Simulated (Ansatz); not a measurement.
Crystal: Rh.

```
Rh
1.0
     0.00000    1.89785    1.89785
     1.89785    0.00000    1.89785
     1.89785    1.89785    0.00000
Rh
1
Direct
  0.00000 0.00000 0.00000
```

Base run:

- Program: Ansatz 0.2.0
- Functional: PBE
- Potentials or basis: Ansatz PAW
- Cutoff: 420 eV
- Density cutoff: 1680 eV
- k mesh: 12 × 12 × 12
- Occupations: fermi-dirac, width 0.05 eV
- Spin: no spin polarisation

Its results: band gap on the k mesh none (metal or under the smearing width); pressure 7.3 GPa.

Q: The run is repeated on the same cell with these changes: functional from PBE to PBEsol. What comes out?

A: Band gap on the k mesh none (metal or under the smearing width); pressure -3.7 GPa.

PBEsol binds more tightly than PBE, so the same cell stands under less pressure.

Caveats: the PAW data sets come from PBE, with cores solved anew for the run's functional, which leaves a small shift of forces and pressure (some runs).

Not every run made on this cell is shown here.
